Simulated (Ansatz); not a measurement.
The following input was run with Ansatz 0.2.0.

```yaml
crystal:
  lattice:
    - [2.8139409848, 0.0, 0.0]
    - [-1.4069704924, 2.4369443776, 0.0]
    - [0.0, 0.0, 4.9348249248]
  atoms:
    - { symbol: Ta, position: [0.66666667, 0.33333333, 0.75] }
    - { symbol: Ta, position: [0.33333333, 0.66666667, 0.25] }
basis:
  ecutwfc: 420
kpoints:
  mp_grid: { grid: [18, 18, 8] }
hamiltonian:
  xc: pbe
scf:
  occupations: { method: gaussian, width: 0.1 }
output:
  forces: true
  stress: true
  eigenvalues: true
```

Run as
```bash
ansatz run input.yaml --threads 1 --pin off --max-ram 1331MiB --backend cpu --events-out ev --progress --plain --runs-dir out
```

Level of theory: DFT PBE, scalar-relativistic, plane waves, PAW (Ansatz 0.2.0).

From the run's log, abridged:

```
Pseudopotentials: kind: paw
Pseudopotential: Ta, paw, valence charge 13, recommended cutoff 420 eV (normal)
Functional definition: PBE
Crystal: 2 atoms, lattice volume = 33.840 Å³
Basis set: ecut = 420 eV, 665 PW (Γ), exchange–correlation on 40×40×72 points (8 copies of the dense FFT grid, shifted against one another)
Bands: 17, of which v1, the nominal top of the filled ones, is band 13 counted from 1 (12 counted from 0)
Symmetry: 24 space group operations
Space group: P63/mmc (ITA 194), of the structure as read, at distance tolerance 3.2e-5 Å
k-points: 185 of 2592
Initial density: superposition of atomic densities (neutral atoms: chi_scale 0, normalization atom), corrected by the library's trained network
Initial wavefunctions: pseudopotential atomic-orbital guess
Functional: x = pbe(κ = 0.804, μ = 0.21951497), c = pbe(β = 0.06672455)
SCF iter   1: F=—  HF=-19863.706939 eV  |F-HF|=—  |Δ(HF+E_count)|=         —  Δρ=6.57e-3  dr2=1.03e-2  ethr=1.77e-3  ⟨swp⟩=5.1  Hψ=14200  notcnv=0
SCF iter   2: F=—  HF=-19863.704890 eV  |F-HF|=—  |Δ(HF+E_count)|=   2.05e-3  Δρ=4.04e-3  dr2=4.41e-3  ethr=3.97e-5  ⟨swp⟩=1.2  Hψ=4751  notcnv=0
SCF iter   3: F=—  HF=-19863.703723 eV  |F-HF|=—  |Δ(HF+E_count)|=   1.17e-3  Δρ=4.51e-4  dr2=3.61e-5  ethr=1.69e-5  ⟨swp⟩=2.0  Hψ=4000  notcnv=0
SCF iter   4: F=—  HF=-19863.703717 eV  |F-HF|=—  |Δ(HF+E_count)|=   5.59e-6  Δρ=1.01e-4  dr2=1.89e-6  ethr=1.39e-7  ⟨swp⟩=2.4  Hψ=5637  notcnv=0
SCF iter   5: F=-19863.703717 eV  HF=-19863.703717 eV  |F-HF|=4.04e-9  |Δ(HF+E_count)|=   3.22e-8  Δρ=2.33e-5  dr2=7.95e-8  ethr=7.26e-9  ⟨swp⟩=1.7  Hψ=3781  notcnv=0
SCF iter   6: F=-19863.703717 eV  HF=-19863.703717 eV  |F-HF|=3.67e-10  |Δ(HF+E_count)|=   3.28e-9  Δρ=3.27e-6  dr2=1.89e-9  ethr=3.06e-10  ⟨swp⟩=2.6  Hψ=10691  notcnv=0
SCF 1 converged in 6 iterations: F = -19863.703717 eV  dr2 = 1.89e-9
SCF converged after 6 iterations
Free energy (F): -19863.703717 eV
Harris-Foulkes:  -19863.703717 eV  (|F-HF|=3.67e-10)
Internal energy: -19863.691602 eV  (E = F + TS)
E sigma→0 (E₀):  -19863.697660 eV
Entropy (-TS):   -0.012115 eV (-6.057 meV/atom)
Fermi energy:    20.460516 eV
--- Per-component energies (eV) ---
  E_band       = -168.816537
  E_kinetic    = 738.398157
  E_local      = -1028.536798  (includes V_loc(G=0)·N_el)
  E_nonlocal   = 31.566497
  E_hartree    = 363.833795
  E_xc         = -438.973159
  E_vxc        = -410.834029  (∫ρ·V_xc dr)
  E_paw        = -16794.265581  (= ΣΔE_a)
  E_vpaw       = -227.077679  (= ΣTr[D̂ρ^β])
  E_aug_tail   = 0.000307  (compensation charges beyond the density's cutoff)
  E_ewald      = -2735.714820
  E_smearing   = -0.012115  (= −TS)
--- Forces (eV/Å), atoms counted from 1 ---
  atom   1  Ta     0.00000000     0.00000000     0.00000000
  atom   2  Ta     0.00000000     0.00000000     0.00000000
--- Stress (GPa, compression-positive) ---
       23.037911       0.000000       0.000000
        0.000000      23.037911       0.000000
        0.000000       0.000000      23.920643
  P = ⅓ Tr σ = 23.3322 GPa (233.322 kbar)
--- Band table (eV; the first three rows and the last of 185) ---
  k-point 0: bands = ["-46.8725", "-46.7688", "-14.0845", "-12.8648", "-12.7929", "-12.7929", "-12.6677", "-12.6677", "11.8777", "15.2169", "19.9023", "20.7997", "20.9989", "20.9989", "21.6968", "21.6968", "23.5955"]
  k-point 1: bands = ["-46.8686", "-46.7728", "-14.0414", "-12.9151", "-12.7881", "-12.7881", "-12.6725", "-12.6725", "12.0366", "15.1756", "19.8170", "20.5116", "20.9708", "20.9708", "21.6229", "21.6229", "23.7646"]
  k-point 2: bands = ["-46.8574", "-46.7841", "-13.9174", "-13.0563", "-12.7747", "-12.7747", "-12.6862", "-12.6862", "12.4903", "15.0034", "19.5990", "19.8951", "20.9290", "20.9290", "21.4381", "21.4381", "24.2097"]
  k-point 184: bands = ["-46.6782", "-46.6782", "-13.8507", "-13.8507", "-13.6847", "-13.6847", "-13.0710", "-13.0710", "17.6591", "17.6591", "18.2354", "18.2354", "19.9215", "19.9215", "22.1642", "22.1642", "26.2845"]
```

Self-consistency was reached.

Spin–orbit coupling is left out, which can shift energies with elements as heavy as these.